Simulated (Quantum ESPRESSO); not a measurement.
Here is a Quantum ESPRESSO 7.5 calculation.

File pw.in:

```
&CONTROL
  calculation = 'vc-relax'
  prefix = 'pwscf'
  outdir = './tmp'
  pseudo_dir = './pseudo'
  tprnfor = .true.
  tstress = .true.
  disk_io = 'low'
  nstep = 40
  forc_conv_thr = 0.0004
  etot_conv_thr = 1d-05
/
&SYSTEM
  ibrav = 0
  A = 3.9514021
  nat = 2
  ntyp = 2
  ecutwfc = 63
  ecutrho = 506
  nbnd = 14
  input_dft = 'pz'
  occupations = 'smearing'
  smearing = 'fd'
  degauss = 0.00367493
/
&ELECTRONS
  conv_thr = 4d-10
  electron_maxstep = 120
  mixing_beta = 0.5
/
&IONS
  ion_dynamics = 'bfgs'
/
&CELL
  cell_dynamics = 'bfgs'
  press = 100
  press_conv_thr = 0.3
/
ATOMIC_SPECIES
Cl    35.4500 cl_pbe_v1.4.uspp.F.UPF
Na    22.9898 na_pbe_v1.5.uspp.F.UPF
CELL_PARAMETERS alat
   0.0000000000    0.7071067806    0.7071067806
   0.7071067806    0.0000000000    0.7071067806
   0.7071067806    0.7071067806    0.0000000000
ATOMIC_POSITIONS alat
Cl     0.7071067806    0.7071067806    0.7071067806
Na     0.0000000000    0.0000000000    0.0000000000
K_POINTS automatic
8 8 8 0 0 0
```

Potentials or basis: SSSP 1.3 efficiency PBE.

Launch:

```console
$ OMP_NUM_THREADS=1 pw.x -in pw.in > pw.out
```

Q: Estimate the relaxed cell.

A: a = 3.629 Å, b = 3.629 Å, c = 3.629 Å, α = 60.00°, β = 60.00°, γ = 60.00°.

Q: What does it give for the relaxed volume?

A: 16.90 Å³/atom.

Q: What does it give for the band gap on the k mesh?

A: 5.94 eV, direct.

Final structure:
```xyz
2
Lattice="0.0000 2.5663 2.5663 2.5663 0.0000 2.5663 2.5663 2.5663 0.0000" Properties=species:S:1:pos:R:3 pbc="T T T"
Cl    2.5663    2.5663    2.5663
Na    0.0000    0.0000    0.0000
```

Caveat: the potentials were made for another functional, which shifts forces and pressure; the volume moved by over 15 % at a fixed basis, so the end points are rough. As with any semilocal functional, this LDA gap is likely too small.
